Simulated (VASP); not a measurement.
Here is a VASP 6.6.1 calculation.

Contents of POSCAR:

```
TePb
1.0
    0.0000000000      3.2678555508      3.2678555508
    3.2678555508      0.0000000000      3.2678555508
    3.2678555508      3.2678555508      0.0000000000
Te Pb
1 1
Direct
    0.5000000000      0.5000000000      0.5000000000
    0.0000000000      0.0000000000      0.0000000000
```

File INCAR.step1:

```
PREC = Accurate
ENCUT = 520
EDIFF = 1E-5
ISMEAR = 0
SIGMA = 0.01
LREAL = False
LASPH = True
NELM = 80
ALGO = Normal
ISIF = 2
LWAVE = True
LCHARG = False
GGA = PE
NBANDS = 17
```

INCAR.step2

```
PREC = Accurate
ENCUT = 520
EDIFF = 1E-6
ISMEAR = 0
SIGMA = 0.01
LREAL = False
LASPH = True
NELM = 80
ALGO = Normal
ISIF = 2
LWAVE = False
LCHARG = False
GGA = PE
LHFCALC = True
AEXX = 0.2
HFSCREEN = 0.5
PRECFOCK = Normal
ISTART = 1
NBANDS = 17
```

The input KPOINTS:

```
Automatic mesh
0
Gamma
  4 4 4
```

Potentials or basis: VASP PAW PBE potentials, release 64 (Te, Pb_d).

Launch:

```sh
$ cat potpaw_PBE.64/Te/POTCAR potpaw_PBE.64/Pb_d/POTCAR > POTCAR
$ cp INCAR.step1 INCAR
$ mpirun -np 1 vasp_std > vasp.out
$ cp INCAR.step2 INCAR
$ mpirun -np 1 vasp_std > vasp.out
```

What does it give for the band gap on the k mesh?

0.88 eV, direct.

What does it give for the pressure?

0.0 GPa.

Caveat: the PAW data sets were made with another functional, which shifts forces and pressure a little; spin-orbit coupling is left out, which moves the levels of the heavy elements.

**What was measured.**

A printed reference work, monograph reports, for a bulk crystal of TePb at 4.2 K: band gap 0.19 eV (direct).

Against the measured gap of TePb, 0.19 eV (direct; 4.2 K; a printed reference work, monograph), the calculated 0.88 eV is off by +0.69 eV. Spin-orbit coupling on Pb, Te is left out. The value is that of PBE-based screened hybrid on a finite k mesh, which can miss the band edges, without temperature or zero-point motion.
